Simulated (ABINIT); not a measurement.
TePb:

```xyz
2
Lattice="0.0000 3.2310 3.2310 3.2310 0.0000 3.2310 3.2310 3.2310 0.0000" Properties=species:S:1:pos:R:3 pbc="T T T"
Pb    0.0000    0.0000    0.0000
Te    3.2310    3.2310    3.2310
```

| Item | Value |
| --- | --- |
| Program | ABINIT 10.8.3 (patched build) |
| Task | relaxation of cell and atoms |
| Functional | PBE |
| Potentials or basis | PseudoDojo NC FR PBE v0.4 standard |
| Cutoff | 1088 eV |
| k mesh | 5 × 5 × 5 |
| Occupations | fermi-dirac, width 0.05 eV |
| Spin | spin-orbit coupling, no magnetisation |

At the start: pressure 2.0 GPa; volume 33.73 Å³/atom.

Task: Where does the relaxation end?

Result: Over 4 steps the energy falls by 10.0 meV/atom and the volume is 35.40 Å³/atom (+4.9 %); space group Fm-3m (No. 225, to 0.05 Å).

The path:
```tsv
step	energy change (eV)	largest force (eV/Å)	pressure (GPa)	volume (Å³)
1	0.0000	0.0000	1.99	67.46
2	-0.0048	0.0000	1.72	67.87
3	-0.0199	0.0000	0.10	70.62
4	-0.0199	0.0000	0.01	70.79
```

Final structure:
```
Pb Te
1.0
     0.00000    3.28340    3.28340
     3.28340    0.00000    3.28340
     3.28340    3.28340    0.00000
Pb Te
1 1
Direct
  0.00000 0.00000 0.00000
  0.50000 0.50000 0.50000
```
